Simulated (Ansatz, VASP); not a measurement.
# TiAl: VASP beside Ansatz

The input INCAR:

```
ALGO = Normal
EDIFF = 1E-7
ENCUT = 520
ISIF = 2
ISMEAR = -1
LASPH = True
LCHARG = False
LREAL = False
LWAVE = False
NBANDS = 14
NELM = 60
PREC = Accurate
SIGMA = 0.05
```

The input KPOINTS:

```
k-points
0
Gamma
  8 8 8
```

The input POSCAR:

```
TiAl
1.0
    3.1790640000      0.0000000000      0.0000000000
    0.0000000000      3.1790640000      0.0000000000
    0.0000000000      0.0000000000      3.1790640000
Ti Al
1 1
Direct
    0.0000000000      0.0000000000      0.0000000000
    0.5000000000      0.5000000000      0.5000000000
```

Contents of input.yaml:

```yaml
crystal:
  lattice:
    - [3.179064, 0.0, 0.0]
    - [0.0, 3.179064, 0.0]
    - [0.0, 0.0, 3.179064]
  atoms:
    - { symbol: Ti, position: [0.0, 0.0, 0.0] }
    - { symbol: Al, position: [0.5, 0.5, 0.5] }
kpoints:
  mp_grid: { grid: [8, 8, 8] }
  band_path:
    path:
      - [0.0, 0.0, 0.0]
      - [0.0, 0.5, 0.0]
      - [0.5, 0.5, 0.0]
      - [0.0, 0.0, 0.0]
      - [0.5, 0.5, 0.5]
      - [0.0, 0.5, 0.0]
    npoints: 10
scf:
  occupations: { method: fermi_dirac, width: 0.05 }
hamiltonian:
  xc: lda
  pseudopotentials: { kind: all_electron, lapw: { basis_error: 0.001 } }
output:
  forces: true
  stress: true
  eigenvalues: true
```

Alike in both runs: functional LDA; k mesh 8 × 8 × 8; occupations fermi-dirac, width 0.05 eV; no spin polarisation.

|  | VASP | Ansatz |
| --- | --- | --- |
| version | VASP 6.6.1 | Ansatz 0.2.0 |
| potentials or method | VASP PAW LDA potentials, release 64 (Ti_sv, Al) | all-electron LAPW, scalar-relativistic |
| plane-wave cutoff (eV) | 520 | see its input |
| task | single point | band structure |

|  | VASP | Ansatz | Ansatz less VASP |
| --- | --- | --- | --- |
| gap on the k mesh at the Fermi level (eV) | none | none | - |
| pressure (GPa) | -5.7 | -5.8 | -0.17 |

A gap of «none» marks a metal or a gap that the smearing closes. Ansatz ran all-electron here, so the differences hold the error of VASP's frozen core and of both bases.
